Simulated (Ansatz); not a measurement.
Ga2O3:

```xyz
10
Lattice="6.1070 -1.5186 0.0000 6.1070 1.5186 0.0000 -1.3860 0.0000 5.6300" Properties=species:S:1:pos:R:3 pbc="T T T"
Ga    3.2184    0.0000    3.8621
Ga    7.6096    0.0000    1.7679
Ga   10.8240    0.0000    1.1564
Ga    0.0041    0.0000    4.4736
O     5.1267    0.0000    4.1853
O     5.7013    0.0000    1.4447
O     9.4919    0.0000    2.4592
O     1.3361    0.0000    3.1708
O     8.9710    0.0000    5.0118
O     1.8570    0.0000    0.6182
```

Base run:

```yaml
Program: Ansatz 0.2.0
Functional: PBE
Potentials_or_basis: SSSP efficiency PAW
Cutoff: 952 eV
Density_cutoff: 9524 eV
k_mesh: 9 × 9 × 5
Occupations: fermi-dirac, width 0.05 eV
Spin: no spin polarisation
```

Its results: band gap on the k mesh 2.44 eV, indirect (least direct gap 2.46 eV); pressure 10.0 GPa; largest force 0.229 eV/Å.

Question: The run is repeated on the same cell with these changes: potentials or basis from SSSP efficiency PAW to Ansatz PAW; cutoff from 952 eV to 800 eV; density cutoff from 9524 eV to 3200 eV. What comes out?

Answer: Band gap on the k mesh 2.44 eV, indirect (least direct gap 2.46 eV); pressure 9.5 GPa; largest force 0.219 eV/Å.

Caveats: odd divisions of the mesh miss points on the zone boundary, where band edges often lie, so the gap on the mesh can be too wide (some runs).
